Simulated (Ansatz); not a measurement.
The cell is COD entry 9008506, as deposited and not checked against the literature; nothing was relaxed.

An input for Mg: DFT, PBE, all-electron LAPW, scalar-relativistic (Ansatz 0.2.0).

Command: `ansatz run input.yaml --threads 1 --pin off --max-ram 3072MiB --backend cpu --events-out ev --progress --plain --runs-dir out` The run took 4 s on 1 thread of Intel(R) Xeon(R) 6975P-C (Granite Rapids), on a shared host, peak memory 0.27 GiB.

```yaml
crystal:
  lattice:
    - [3.2092715325, 0.0, 0.0]
    - [-1.6046357662, 2.7793106748, 0.0]
    - [0.0, 0.0, 5.21033]
  atoms:
    - { symbol: Mg, position: [0.3333333333, 0.6666666667, 0.25] }
    - { symbol: Mg, position: [0.6666666667, 0.3333333333, 0.75] }
kpoints:
  mp_grid: { grid: [12, 12, 7] }
  band_path:
    path:
      - [0.0, 0.0, 0.0]
      - [0.5, 0.0, 0.0]
      - [0.3333333333, 0.3333333333, 0.0]
      - [0.0, 0.0, 0.0]
      - [0.0, 0.0, 0.5]
      - [0.5, 0.0, 0.5]
      - [0.3333333333, 0.3333333333, 0.5]
      - [0.0, 0.0, 0.5]
      - [0.5, 0.0, 0.5]
    npoints: 14
scf:
  occupations: { method: fermi_dirac, width: 0.08 }
hamiltonian:
  xc: pbe
  pseudopotentials: { kind: all_electron, lapw: { basis_error: 0.0005 } }
output:
  forces: true
  stress: true
  eigenvalues: true
  populations: true
  dos: { projected: true, de: 0.2, e_range: [-14, 8] }
```

Set-up and iterations as logged by Ansatz (the results part is left out, to be predicted):

```
Mg: projections on atomic orbitals take those of the free atom 1s2 2s2 2p6 3s2, of charge +0.00 (hamiltonian.pseudopotentials.projection_atoms)
LAPW: plane waves up to 5.523 Å⁻¹, error target 5.0e-4 eV per atom; small_component_spin mean_spin; Mg in spheres of 1.598 Å, 10 of its electrons in bands, Dirac shells []
Engine: ansatz 0.2.0
Pseudopotentials: kind: all_electron
Pseudopotential: Mg, LAPW, valence charge 10, Koelling and Harmon's equation, gaussian nucleus
Functional definition: PBE
  parameter kappa = 0.804
  parameter beta = 0.06672455060314922
  exchange = pbe_x(kappa = kappa, mu = beta*pi^2/3)
  correlation = pbe_c(beta = beta)
Crystal: 2 atoms, lattice volume = 46.474 Å³
Basis set: ecut = 116.20322599478168 eV, 135 PW (Γ), exchange–correlation at level 2
Bands: 14, of which v1, the nominal top of the filled ones, is band 10 counted from 1 (9 counted from 0)
Symmetry: 24 space group operations
Space group: P63/mmc (ITA 194), of the structure as read, at distance tolerance 3.6e-5 Å
k-points: 76 of 1008
Non-local potential: Mg, projectors of the file, none
Initial density: superposition of atomic densities (chi_scale 0.1, normalization cell)
Initial wavefunctions: plane waves of lowest kinetic energy (no species holds an atomic orbital)
Functional: x = pbe(κ = 0.804, μ = 0.2195149727645171), c = pbe(β = 0.06672455060314922)
iter 1 solved again at ethr=1.09e-4 eV; its pass at ethr=1.00e-1 eV (dr2=2.19e-2 eV) is discarded
SCF iter   1: F=—  HF=-10902.796210 eV  |F-HF|=—  |Δ(HF+E_count)|=         —  Δρ=7.55e-3  dr2=2.20e-2  ethr=1.09e-4  ⟨swp⟩=3.2  Hψ=8072  notcnv=0
SCF iter   2: F=—  HF=-10902.785563 eV  |F-HF|=—  |Δ(HF+E_count)|=   1.06e-2  Δρ=4.92e-3  dr2=1.05e-2  ethr=1.09e-4  ⟨swp⟩=2.0  Hψ=3027  notcnv=0
iter 3 solved again at ethr=1.21e-6 eV; its pass at ethr=5.25e-5 eV (dr2=2.41e-4 eV) is discarded
SCF iter   3: F=—  HF=-10902.782766 eV  |F-HF|=—  |Δ(HF+E_count)|=   2.80e-3  Δρ=6.66e-4  dr2=2.41e-4  ethr=1.21e-6  ⟨swp⟩=2.0  Hψ=5188  notcnv=0
SCF iter   4: F=—  HF=-10902.782759 eV  |F-HF|=—  |Δ(HF+E_count)|=         —  Δρ=1.40e-4  dr2=1.09e-5  ethr=1.20e-6  ⟨swp⟩=2.0  Hψ=3027  notcnv=0
the basis was enlarged: its passes take 2.3 MiB over the memory plan, 1 of 1 planned eigensolver slots
SCF iter   5: F=—  HF=-10902.782753 eV  |F-HF|=—  |Δ(HF+E_count)|=   5.21e-6  Δρ=1.87e-5  dr2=1.78e-7  ethr=5.44e-8  ⟨swp⟩=2.2  Hψ=3050  notcnv=0
SCF iter   6: F=-10902.782753 eV  HF=-10902.782753 eV  |F-HF|=4.17e-10  |Δ(HF+E_count)|=   7.07e-8  Δρ=1.15e-6  dr2=5.69e-10  ethr=8.89e-10  ⟨swp⟩=2.7  Hψ=3140  notcnv=0
```

(1) What pressure will this run report?

(2) Is there a band gap?

## Answers

(1) -0.47 GPa (positive in compression).

(2) none: bands cross the Fermi level, a metal.
